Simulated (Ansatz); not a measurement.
This Ansatz 0.2.0 run on GaCo needs a look.

File input.yaml:

```yaml
crystal:
  lattice:
    - [2.878, 0.0, 0.0]
    - [0.0, 2.878, 0.0]
    - [0.0, 0.0, 2.878]
  atoms:
    - { symbol: Ga, position: [0.5, 0.5, 0.5] }
    - { symbol: Co, position: [0.0, 0.0, 0.0], spin: 2.0 }
hamiltonian:
  xc: pbesol
  pseudopotentials: { kind: paw }
  hubbard:
    sites: [{ species: Co, l: d, u_eff: 8.0 }]
    projectors: all-electron-ortho-atomic
magnetization:
  spin_polarized: true
kpoints:
  mp_grid: { grid: [9, 9, 9] }
scf:
  occupations: { method: fermi_dirac, width: 0.025 }
  n_extra_bands: 6
  max_iter: 100
output:
  forces: true
  stress: true
  eigenvalues: true
  dos: { projected: false, de: 0.05, nscf_kmesh: { grid: [14, 14, 14] } }
total_charge: -6
```

Potentials or basis: Ansatz PAW.

Command:

```bash
$ ansatz run input.yaml --threads 1 --pin off --max-ram 2560MiB --backend cpu --events-out ev --progress --plain --runs-dir out
```

Output:

```text
Warning: RAYON_NUM_THREADS=1 ignored (pool sized by the plan → 1); use --threads N
Ga: projections on atomic orbitals take those of the free atom [Ar] 3d10 4s2 4p1, of charge +0.00 (hamiltonian.pseudopotentials.projection_atoms); the dataset's partial waves leave at most 1.1e-6 of an orbital's norm unspanned inside its sphere
Co: projections on atomic orbitals take those of the free atom [Ne] 3s2 3p6 3d7 4s2, of charge +0.00 (hamiltonian.pseudopotentials.projection_atoms); the dataset's partial waves leave at most 1.4e-6 of an orbital's norm unspanned inside its sphere
[... 1 line left out ...]
Engine: ansatz 0.2.0, aarch64-unknown-linux-gnu
Pseudopotentials: kind: paw
Pseudopotential: Ga, paw, valence charge 13, recommended cutoff 420 eV (normal), Ga.paw.azcp
Pseudopotential: Co, paw, valence charge 17, recommended cutoff 420 eV (normal), Co.paw.azcp
Functional definition: PBEsol
  exchange = pbesol_x
  correlation = pbesol_c
Crystal: 2 atoms, lattice volume = 23.838 Å³
Basis set: ecut = 420 eV, 461 PW (Γ), exchange–correlation on 40×40×40 points (8 copies of the dense FFT grid, shifted against one another)
Bands: 24, of which v1, the nominal top of the filled ones, is band 18 counted from 1 (17 counted from 0)
Symmetry: 48 space group operations
Space group: Pm-3m (ITA 221), of the structure as read, at distance tolerance 2.9e-5 Å
[... 60 lines left out ...]
Entropy (-TS):   -0.003891 eV (-1.946 meV/atom)
Fermi energy:    23.465014 eV
--- Per-component energies (eV) ---
  E_band       = -75.651583
  E_kinetic    = 711.551296
  E_local      = -4587.876728  (includes V_loc(G=0)·N_el)
  E_nonlocal   = 990.903835
  E_hartree    = 2109.957848
  E_xc         = -302.017495
  E_vxc        = -360.618884  (∫ρ·V_xc dr)
  E_hubbard    = 2.425155  (on-site DFT+U / exact-exchange correction)
  E_vhub       = -32.546363  (the Hubbard potential's part of the band-sum identity)
  E_paw        = -3499.832252  (= ΣΔE_a)
  E_vpaw       = -1016.977455  (= ΣTr[D̂ρ^β])
  E_aug_tail   = -0.000049  (compensation charges beyond the density's cutoff)
  E_ewald      = -4137.616408
  E_core_change = 1.051397  (= ΣΔE_core)
  E_smearing   = -0.003891  (= −TS)
  E_closure    = -0.000000  (closes the sum)
  E_deformation_potential = -153.665957  (in the stress; not in F)
  Σ components = -8711.457292   (vs F -8711.457292, Δ=0.00e0)
--- Forces (eV/Å), atoms counted from 1 ---
  atom   1  Ga     0.00000000     0.00000000    -0.00000000
  atom   2  Co    -0.00000000     0.00000000     0.00000000
  max |Σ_I F_I| component: 4.30e-29 eV/Å
--- Stress (GPa, compression-positive) ---
      -55.252646       0.000000      -0.000000
        0.000000     -55.252646       0.000000
        0.000000       0.000000     -55.252646
  P = ⅓ Tr σ = -55.2526 GPa (-552.526 kbar)
[... 5 lines left out ...]
Occupation matrices written to <dir>
```

Problem. Diagnose the run.

Solution. The run converged. The input holds a flaw that was put in on purpose: a charge that the system can't hold (total_charge = -6). The program doesn't stop on it, so the numbers can't be trusted though the run ends normally.
